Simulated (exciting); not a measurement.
**Ta: single point with PBE**

The system is Ta.

```
Ta
1.0
    -1.65128    1.65128    1.65128
     1.65128   -1.65128    1.65128
     1.65128    1.65128   -1.65128
Ta
1
Direct
  0.00000 0.00000 0.00000
```

```
Program                                  : exciting (release sodium)
Task                                     : single point
Functional                               : PBE
Potentials or basis                      : all-electron LAPW+lo, shipped species files, valence relativity iora*
rgkmax                                   : 9
k mesh                                   : 11 × 11 × 11
Occupations                              : gaussian, width 0.016 eV
Spin                                     : no spin polarisation
outputlevel                              : normal
gmaxvr (cutoff of density and potential) : 14 1/bohr
lmaxapw (and lmaxmat)                    : 10
lmaxvr                                   : 8
nempty                                   : 12
Valence relativity                       : iora*
epsengy                                  : 1e-05 Ha
epspot                                   : 1e-05 Ha
maxscl                                   : 60
Muffin-tin radii                         : Ta 2.3 bohr
```

| Quantity | Value |
| --- | --- |
| Band gap on the k mesh | none (metal or under the smearing width) |
| All electrons inside the program's atomic spheres | Ta 70.22 (radii Ta 2.3 bohr) |

Levels at points of the mesh, in eV from the Fermi level:
```tsv
k point	band 10	band 11	band 12	band 13	band 14	band 15	band 16	band 17
(0.00, 0.00, 0.00)	-18.78	-18.73	-7.86	0.78	0.78	0.78	4.06	4.06
```

It took 30 s on 1 thread of Arm Neoverse V1, with other jobs on the host, peak memory 0.1 GiB.

The run has no spin-orbit coupling, so splittings on Ta are missing.
